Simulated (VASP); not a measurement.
Here is a VASP 6.6.1 calculation.

The input INCAR:

```
ALGO = Normal
EDIFF = 1E-6
ENCUT = 520
GGA = PE
ISIF = 2
ISMEAR = 0
LASPH = T
LCHARG = F
LREAL = F
LWAVE = F
NBANDS = 15
NELM = 80
PREC = Accurate
SIGMA = 0.05
```

The input KPOINTS:

```
k-points
0
Gamma
  8 8 8
```

Contents of POSCAR:

```
SrO
1.0
    0.0000000000      2.7012874288      2.3896004178
    2.7012874288      0.0000000000      2.3896004178
    2.7012874288      2.7012874288      0.0000000000
Sr O
1 1
Direct
    0.0000000000      0.0000000000      0.0000000000
    0.5000000000      0.5000000000      0.5000000000
```

Potentials or basis: VASP PAW PBE potentials, release 64 (Sr_sv, O).

Run with:

```console
$ cat potpaw_PBE.64/Sr_sv/POTCAR potpaw_PBE.64/O/POTCAR > POTCAR
$ mpirun -np 1 vasp_std > vasp.out
```

(1) Predict the band gap on the k mesh.

(2) Estimate the pressure.

Results:

(1) 2.62 eV, indirect (least direct gap 2.87 eV).

(2) 4.2 GPa.
